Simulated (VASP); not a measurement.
# AlN in VASP: how settings move the r2SCAN single point

Aim: see what changed inputs do to the r2SCAN single point of AlN built on the rocksalt prototype, under +3.4 % equal strain in all directions. This is a trial cell built on a prototype, not taken from a measured structure, and it needn't be the compound's ground state.

Program: VASP 6.6.1. PAW datasets, plane waves. No spin polarisation and no zero-point or thermal motion; the cell was built from a prototype and may be hypothetical.

### Step 1. Starting point

The cell comes from an earlier relaxation with r2SCAN in another program.

Space group Fm-3m (No. 225), cubic; a = 4.173 Å in the conventional setting, 9.08 Å³ an atom. Near Al stand 6 N at 2.09 Å; near N stand 6 Al at 2.09 Å.

Structure file:

```xyz
2
Lattice="0.0000 2.0865 2.0865 2.0865 0.0000 2.0865 2.0865 2.0865 0.0000" Properties=species:S:1:pos:R:3 pbc="T T T"
Al    0.0000    0.0000    0.0000
N     2.0865    2.0865    2.0865
```

### Step 2. The reference run

Input file INCAR:

```
ENCUT = 520.000000
SIGMA = 0.010000
EDIFF = 1.00e-07
ALGO = Normal
METAGGA = R2SCAN
PREC = Accurate
IBRION = -1
ISIF = 2
ISMEAR = 0
NBANDS = 11
NELM = 120
NSW = 0
LASPH = .TRUE.
LCHARG = .TRUE.
LELF = .TRUE.
LWAVE = .FALSE.
LREAL = .FALSE.
```

Input file KPOINTS:

```
KPOINTS created by Atomic Simulation Environment
0
Gamma
10 10 10
0 0 0
```

Input file POSCAR:

```
Al N
 1.0000000000000000
     0.0000000000000000    2.0865005383000002    2.0865005383000002
     2.0865005383000002    0.0000000000000000    2.0865005383000002
     2.0865005383000002    2.0865005383000002    0.0000000000000000
 Al  N
   1   1
Cartesian
  0.0000000000000000  0.0000000000000000  0.0000000000000000
  2.0865005383000002  2.0865005383000002  2.0865005383000002
```

A file KPOINTS_OPT adds named points for the levels; it doesn't enter the self-consistent loop.

Potentials: the recommended PBE PAW datasets, 8 valence electrons.

Command:

```
$ mpirun -np 1 vasp_std
```

The closing lines of the self-consistent loop in OSZICAR:

```text
DAV:  11    -0.187604227788E+02    0.10746E-05   -0.48791E-05  1230   0.380E-02    0.665E-03
DAV:  12    -0.187604227677E+02    0.11078E-07   -0.28323E-06  1145   0.138E-02    0.541E-03
DAV:  13    -0.187604227195E+02    0.48272E-07   -0.94082E-08   672   0.243E-03
   1 F= -.18760423E+02 E0= -.18760423E+02  d E =-.349018E-44
```

It took 27 s on 1 MPI rank of Intel Xeon Platinum 8488C, shared host; peak memory 0.15 GiB.

It gives: energy (σ→0) -18.7604 eV, pressure -23.18 GPa, gap on the mesh 4.56 eV.

### Step 3. Altered input 1

Input file INCAR:

```
ENCUT = 520.000000
SIGMA = 0.010000
ALGO = Normal
METAGGA = R2SCAN
PREC = Accurate
IBRION = -1
ISIF = 2
ISMEAR = 0
NBANDS = 11
NELM = 120
NSW = 0
LASPH = .TRUE.
LCHARG = .FALSE.
LWAVE = .FALSE.
LREAL = .FALSE.
EDIFF = 0.0001
NELMIN = 4
AMIX = 0.2
```

KPOINTS is that of step 2.

POSCAR is that of step 2.

Command:

```
$ mpirun -np 1 vasp_std
```

Printed to the terminal (iteration lines stand in OSZICAR):

```text
POSCAR found type information on POSCAR AlN
 POSCAR found :  2 types and       2 ions
 -----------------------------------------------------------------------------
|                                                                             |
|                                                                             |
|     You enforced a specific xc type in the INCAR file but a different       |
|     I HOPE YOU KNOW WHAT YOU ARE DOING!                                     |
|                                                                             |
 -----------------------------------------------------------------------------

 LDA part: xc-table for (None), standard interpolation
 POSCAR, INCAR and KPOINTS ok, starting setup
 FFT: planning ... GRIDC
 FFT: planning ... GRID_SOFT
 FFT: planning ... GRID
 WAVECAR not read
 entering main loop
```

OSZICAR:

```text
N       E                     dE             d eps       ncg     rms          rms(c)
DAV:   1     0.439805605221E+01    0.43981E+01   -0.40655E+03  1074   0.638E+02
DAV:   2    -0.216104789644E+02   -0.26009E+02   -0.24788E+02  1223   0.141E+02
DAV:   3    -0.224242611298E+02   -0.81378E+00   -0.81294E+00  1284   0.223E+01
DAV:   4    -0.224278550281E+02   -0.35939E-02   -0.35936E-02  1172   0.163E+00
DAV:   5    -0.224278940521E+02   -0.39024E-04   -0.39024E-04  1216   0.158E-01    0.747E+00
DAV:   6    -0.190807793278E+02    0.33471E+01   -0.14848E+00  1094   0.621E+00    0.492E+00
DAV:   7    -0.187129323238E+02    0.36785E+00   -0.28346E+00  1157   0.928E+00    0.246E+00
DAV:   8    -0.187589043065E+02   -0.45972E-01   -0.12274E-01  1142   0.255E+00    0.830E-01
DAV:   9    -0.187600983671E+02   -0.11941E-02   -0.20086E-02  1121   0.100E+00    0.287E-01
DAV:  10    -0.187601035890E+02   -0.52219E-05   -0.10788E-03  1121   0.253E-01    0.130E-01
DAV:  11    -0.187604261843E+02   -0.32260E-03   -0.50120E-04  1142   0.168E-01    0.480E-02
DAV:  12    -0.187604187768E+02    0.74074E-05   -0.60337E-05   550   0.482E-02
   1 F= -.18760419E+02 E0= -.18760419E+02  d E =-.496839E-44
```

Parts of OUTCAR:

```text
k-points           NKPTS =     47   k-points in BZ     NKDIM =     47   number of bands    NBANDS=     11

   NELECT =       8.0000    total number of electrons

   dimension x,y,z NGX =    24 NGY =   24 NGZ =   24
   dimension x,y,z NGXF=    48 NGYF=   48 NGZF=   48

  energy-cutoff  :      520.00
  volume of cell :       18.17
      direct lattice vectors                 reciprocal lattice vectors
     0.000000000  2.086500538  2.086500538    -0.239635692  0.239635692  0.239635692
     2.086500538  0.000000000  2.086500538     0.239635692 -0.239635692  0.239635692
     2.086500538  2.086500538  0.000000000     0.239635692  0.239635692 -0.239635692

 k-points in reciprocal lattice and weights: KPOINTS created by Atomic Simulation Env
   0.00000000  0.00000000  0.00000000       0.001
   0.10000000  0.00000000  0.00000000       0.008
   0.20000000  0.00000000  0.00000000       0.008
   0.30000000  0.00000000  0.00000000       0.008
   0.40000000  0.00000000  0.00000000       0.008
   0.50000000  0.00000000  0.00000000       0.004
   0.10000000  0.10000000  0.00000000       0.006
   0.20000000  0.10000000  0.00000000       0.024
[... 39 more k-points ...]

 E-fermi :   8.6982

 k-point     1 :       0.0000    0.0000    0.0000
  band No.  band energies     occupation
      1      -8.9605      2.00000
      2       8.6028      2.00000
      3       8.6028      2.00000
      4       8.6028      2.00000
      5      13.7593      0.00000
      6      21.1883      0.00000
      7      21.1883      0.00000
      8      21.1883      0.00000
      9      26.4520      0.00000
     10      26.4520      0.00000
     11      26.7181      0.00000

 k-point     2 :       0.1000    0.0000    0.0000
  band No.  band energies     occupation
      1      -8.7706      2.00000
      2       7.5790      2.00000
      3       8.4924      2.00000
      4       8.4924      2.00000
      5      14.4543      0.00000
      6      20.3537      0.00000
      7      21.4604      0.00000
      8      21.4604      0.00000
      9      24.8426      0.00000
     10      24.8426      0.00000
     11      26.9578      0.00000

 k-point     3 :       0.2000    0.0000    0.0000
  band No.  band energies     occupation
      1      -8.2227      2.00000
      2       5.4969      2.00000
      3       8.2228      2.00000
      4       8.2228      2.00000
      5      15.3203      0.00000
      6      19.7290      0.00000
      7      21.4912      0.00000
      8      21.4912      0.00000
      9      24.3791      0.00000
     10      24.3791      0.00000
     11      26.2278      0.00000

 k-point     4 :       0.3000    0.0000    0.0000
  band No.  band energies     occupation
      1      -7.3988      2.00000
      2       3.2939      2.00000
      3       7.9213      2.00000
      4       7.9213      2.00000
      5      15.3234      0.00000
      6      20.4111      0.00000
      7      20.6543      0.00000
      8      20.6543      0.00000
      9      25.4814      0.00000
     10      25.9362      0.00000
     11      25.9362      0.00000

[... the tables of k-points 5 to 47 left out ...]

  Total       -2.6307139     -2.6307139     -2.6307139      0.0000000     -0.0000000     -0.0000000
  in kB     -232.0057274   -232.0057274   -232.0057274      0.0000000     -0.0000000     -0.0000000
  external PRESSURE =    -232.0057274 kB  Pullay stress =       0.0000000 kB

 POSITION                                       TOTAL-FORCE (eV/Angst)
 -----------------------------------------------------------------------------------
      0.00000      0.00000      0.00000         0.000000      0.000000      0.000000
      2.08650      2.08650      2.08650        -0.000000     -0.000000      0.000000
 -----------------------------------------------------------------------------------
    total drift:                               -0.000000     -0.000000      0.000000

  FREE ENERGIE OF THE ION-ELECTRON SYSTEM (eV)
  ---------------------------------------------------
  free  energy   TOTEN  =       -18.7604187768 eV

  energy  without entropy=      -18.7604187768  energy(sigma->0) =      -18.76041878
```

It took 21 s on 1 MPI rank of Intel Xeon Platinum 8488C, shared host; peak memory 0.14 GiB.

Changed: EDIFF = 0.0001, NELMIN = 4, AMIX = 0.2. VASP runs to the end. Against the reference the energy moves by less than 0.1 meV/atom.

### Step 4. Altered input 2

Edit INCAR of step 2 so:

```diff
@@ -13,5 +13,6 @@
 LASPH = .TRUE.
-LCHARG = .TRUE.
-LELF = .TRUE.
+LCHARG = .FALSE.
 LWAVE = .FALSE.
 LREAL = .FALSE.
+ISYM = 1
+BMIX = 0.5
```

KPOINTS is that of step 2.

POSCAR is that of step 2.

Command:

```
$ mpirun -np 1 vasp_std
```

Standard output, without the iteration lines:

```text
POSCAR found type information on POSCAR AlN
 POSCAR found :  2 types and       2 ions
 -----------------------------------------------------------------------------
|                                                                             |
|                                                                             |
|     You enforced a specific xc type in the INCAR file but a different       |
|     I HOPE YOU KNOW WHAT YOU ARE DOING!                                     |
|                                                                             |
 -----------------------------------------------------------------------------

 LDA part: xc-table for (None), standard interpolation
 POSCAR, INCAR and KPOINTS ok, starting setup
 FFT: planning ... GRIDC
 FFT: planning ... GRID_SOFT
 FFT: planning ... GRID
 WAVECAR not read
 entering main loop
```

OSZICAR:

```text
N       E                     dE             d eps       ncg     rms          rms(c)
DAV:   1     0.439805605221E+01    0.43981E+01   -0.40655E+03  1074   0.638E+02
DAV:   2    -0.216104789644E+02   -0.26009E+02   -0.24788E+02  1223   0.141E+02
DAV:   3    -0.224242611298E+02   -0.81378E+00   -0.81294E+00  1284   0.223E+01
DAV:   4    -0.224278550281E+02   -0.35939E-02   -0.35936E-02  1172   0.163E+00
DAV:   5    -0.224278940521E+02   -0.39024E-04   -0.39024E-04  1216   0.158E-01    0.747E+00
DAV:   6    -0.186549687626E+02    0.37729E+01   -0.70549E+00  1109   0.135E+01    0.316E+00
DAV:   7    -0.187439202753E+02   -0.88952E-01   -0.20571E-01  1169   0.358E+00    0.198E+00
DAV:   8    -0.187606549790E+02   -0.16735E-01   -0.37332E-02  1085   0.153E+00    0.322E-01
DAV:   9    -0.187602371290E+02    0.41785E-03   -0.14296E-03  1178   0.253E-01    0.743E-02
DAV:  10    -0.187604291314E+02   -0.19200E-03   -0.23696E-04  1148   0.120E-01    0.154E-02
DAV:  11    -0.187604237826E+02    0.53488E-05   -0.38256E-05  1219   0.339E-02    0.407E-03
DAV:  12    -0.187604230239E+02    0.75867E-06   -0.10119E-06  1148   0.921E-03    0.154E-03
DAV:  13    -0.187604227269E+02    0.29704E-06   -0.19091E-07   696   0.285E-03    0.217E-04
DAV:  14    -0.187604226874E+02    0.39479E-07   -0.10084E-08   577   0.113E-03
   1 F= -.18760423E+02 E0= -.18760423E+02  d E =-.336154E-44
```

Parts of OUTCAR:

```text
k-points           NKPTS =     47   k-points in BZ     NKDIM =     47   number of bands    NBANDS=     11

   NELECT =       8.0000    total number of electrons

   dimension x,y,z NGX =    24 NGY =   24 NGZ =   24
   dimension x,y,z NGXF=    48 NGYF=   48 NGZF=   48

  energy-cutoff  :      520.00
  volume of cell :       18.17
      direct lattice vectors                 reciprocal lattice vectors
     0.000000000  2.086500538  2.086500538    -0.239635692  0.239635692  0.239635692
     2.086500538  0.000000000  2.086500538     0.239635692 -0.239635692  0.239635692
     2.086500538  2.086500538  0.000000000     0.239635692  0.239635692 -0.239635692

 k-points in reciprocal lattice and weights: KPOINTS created by Atomic Simulation Env
   0.00000000  0.00000000  0.00000000       0.001
   0.10000000  0.00000000  0.00000000       0.008
   0.20000000  0.00000000  0.00000000       0.008
   0.30000000  0.00000000  0.00000000       0.008
   0.40000000  0.00000000  0.00000000       0.008
   0.50000000  0.00000000  0.00000000       0.004
   0.10000000  0.10000000  0.00000000       0.006
   0.20000000  0.10000000  0.00000000       0.024
[... 39 more k-points ...]

 E-fermi :   8.6981

 k-point     1 :       0.0000    0.0000    0.0000
  band No.  band energies     occupation
      1      -8.9604      2.00000
      2       8.6025      2.00000
      3       8.6025      2.00000
      4       8.6025      2.00000
      5      13.7603      0.00000
      6      21.1888      0.00000
      7      21.1888      0.00000
      8      21.1888      0.00000
      9      26.4517      0.00000
     10      26.4517      0.00000
     11      26.7217      0.00000

 k-point     2 :       0.1000    0.0000    0.0000
  band No.  band energies     occupation
      1      -8.7706      2.00000
      2       7.5789      2.00000
      3       8.4921      2.00000
      4       8.4921      2.00000
      5      14.4552      0.00000
      6      20.3547      0.00000
      7      21.4609      0.00000
      8      21.4609      0.00000
      9      24.8427      0.00000
     10      24.8427      0.00000
     11      26.9589      0.00000

 k-point     3 :       0.2000    0.0000    0.0000
  band No.  band energies     occupation
      1      -8.2226      2.00000
      2       5.4969      2.00000
      3       8.2225      2.00000
      4       8.2225      2.00000
      5      15.3213      0.00000
      6      19.7302      0.00000
      7      21.4916      0.00000
      8      21.4916      0.00000
      9      24.3794      0.00000
     10      24.3794      0.00000
     11      26.2289      0.00000

 k-point     4 :       0.3000    0.0000    0.0000
  band No.  band energies     occupation
      1      -7.3987      2.00000
      2       3.2940      2.00000
      3       7.9210      2.00000
      4       7.9210      2.00000
      5      15.3246      0.00000
      6      20.4120      0.00000
      7      20.6546      0.00000
      8      20.6546      0.00000
      9      25.4828      0.00000
     10      25.9366      0.00000
     11      25.9366      0.00000

[... the tables of k-points 5 to 47 left out ...]

  Total       -2.6280521     -2.6280521     -2.6280521     -0.0000000      0.0000000      0.0000000
  in kB     -231.7709816   -231.7709816   -231.7709816     -0.0000000      0.0000000      0.0000000
  external PRESSURE =    -231.7709816 kB  Pullay stress =       0.0000000 kB

 POSITION                                       TOTAL-FORCE (eV/Angst)
 -----------------------------------------------------------------------------------
      0.00000      0.00000      0.00000         0.000000     -0.000000     -0.000000
      2.08650      2.08650      2.08650        -0.000000      0.000000      0.000000
 -----------------------------------------------------------------------------------
    total drift:                               -0.000000     -0.000000      0.000000

  FREE ENERGIE OF THE ION-ELECTRON SYSTEM (eV)
  ---------------------------------------------------
  free  energy   TOTEN  =       -18.7604226874 eV

  energy  without entropy=      -18.7604226874  energy(sigma->0) =      -18.76042269
```

Run time: 25 s. Hardware: 1 MPI rank of Intel Xeon Platinum 8488C, shared host; peak memory 0.14 GiB.

Changed: ISYM = 1, BMIX = 0.5. The run ends normally. Against the reference the energy moves by less than 0.1 meV/atom.

### Step 5. All runs together

| run | changed | ending | energy change (meV/atom) | pressure (GPa) | gap on the mesh (eV; negative: overlap) | electronic steps | time | usable |
| --- | --- | --- | --- | --- | --- | --- | --- | --- |
| ref. | – | converged | 0 | -23.2 | 4.56 | 13 | 27 s | yes |
| 1 | EDIFF = 0.0001, NELMIN = 4, AMIX = 0.2 | converged | 0.0 | -23.2 | 4.56 | 12 | 21 s | yes |
| 2 | ISYM = 1, BMIX = 0.5 | converged | 0.0 | -23.2 | 4.56 | 14 | 25 s | yes |

What this shows: Of 2 altered inputs, 2 gave usable results.
